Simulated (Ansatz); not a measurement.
## SiC: tetragonal deformation path

Theory: Ansatz 0.2.0, DFT PBEsol, scalar-relativistic, plane waves, PAW. The runs took a 420 eV cutoff, a Γ-centred 12×12×12 mesh and Gaussian smearing (0.05 eV). No spin polarisation. Energies are free energies at this smearing, counted from the undisturbed cell; pressure is positive in compression.

The undisturbed cell (as given, not relaxed at this level; it stands at 1.4 GPa):

```xyz
2
Lattice="0.0000 2.1740 2.1740 2.1740 0.0000 2.1740 2.1740 2.1740 0.0000" Properties=species:S:1:pos:R:3 pbc="T T T"
Si    0.0000    0.0000    0.0000
C     3.2610    3.2610    3.2610
```

At fixed volume and fractional coordinates, lengths along (0.000, 0.000, 1.000) are scaled against those across it; ρ is that ratio over its starting value.

```tsv
ρ	ΔE (meV/atom)	gap on the mesh (eV)
0.650	586.7	0.00
0.707	415.6	0.00
0.780	236.9	0.00
0.850	112.8	0.00
0.920	33.2	0.44
0.960	8.5	0.82
1.000	0.0	1.24
1.050	13.8	0.98
1.100	56.0	0.71
1.200	229.1	0.16
1.300	517.9	0.00
1.414	955.3	0.00
1.500	1279.9	0.00
```

Where the gap reads zero the k-mesh, chosen for the insulator, is on the coarse side.